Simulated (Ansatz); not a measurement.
Al in Ansatz: convergence with k mesh

Crystal: Al.

```
Al
1.0
    -0.02046    1.97065    2.04383
     2.00266    0.00997    2.01341
     2.05929    1.99687   -0.04667
Al
1
Direct
  0.00000 0.00000 0.00000
```

* Program: Ansatz 0.2.0
* Task: convergence study
* Functional: r2SCAN
* Potentials or basis: JTH PAW
* Cutoff: 570 eV (not typed: the program's choice for these potentials)
* k mesh: 3 × 4 × 3
* Occupations: fermi-dirac, width 0.05 eV
* Spin: no spin polarisation

These are the settings of the first run; the series varies k mesh, with any setting tied to it.

Hardware: 2 threads of Intel(R) Xeon(R) Platinum 8488C (Sapphire Rapids) (shared host).

Q: The values tried are 3 × 4 × 3, 4 × 4 × 4, 5 × 5 × 5, 6 × 7 × 6, 8 × 8 × 8, 10 × 10 × 10, 13 × 13 × 12, 15 × 16 × 15, 18 × 19 × 18, loosest first. From which on does the pressure stay within 0.1 GPa of the tightest run that finished?

A: From 15 × 16 × 15 on.

| k mesh | energy less the tightest run, at zero smearing (meV/atom) | pressure (GPa) | SCF cycles | CPU time (s) | peak memory (GiB) |
| --- | --- | --- | --- | --- | --- |
| 3 × 4 × 3 | 59.59 | -2.65 | 6 | 0.8 | 0.36 |
| 4 × 4 × 4 | 282.12 | -1.13 | 6 | 2 | 0.35 |
| 5 × 5 × 5 | 53.00 | -1.83 | 6 | 1.3 | 0.36 |
| 6 × 7 × 6 | -3.91 | -2.85 | 6 | 2 | 0.37 |
| 8 × 8 × 8 | 5.85 | -2.39 | 6 | 3.3 | 0.41 |
| 10 × 10 × 10 | 10.63 | -2.66 | 6 | 6 | 0.46 |
| 13 × 13 × 12 | 3.73 | -2.64 | 6 | 12 | 0.57 |
| 15 × 16 × 15 | 1.72 | -2.55 | 6 | 20 | 0.71 |
| 18 × 19 × 18 | 0.00 | -2.52 | 6 | 34 | 0.97 |

Not settled before the last step: the energy (to 1 meV/atom). Meshes of other sizes hit other points, so gaps and Fermi surfaces needn't settle smoothly. The tightest run that finished is the yardstick and may itself not be fully converged.
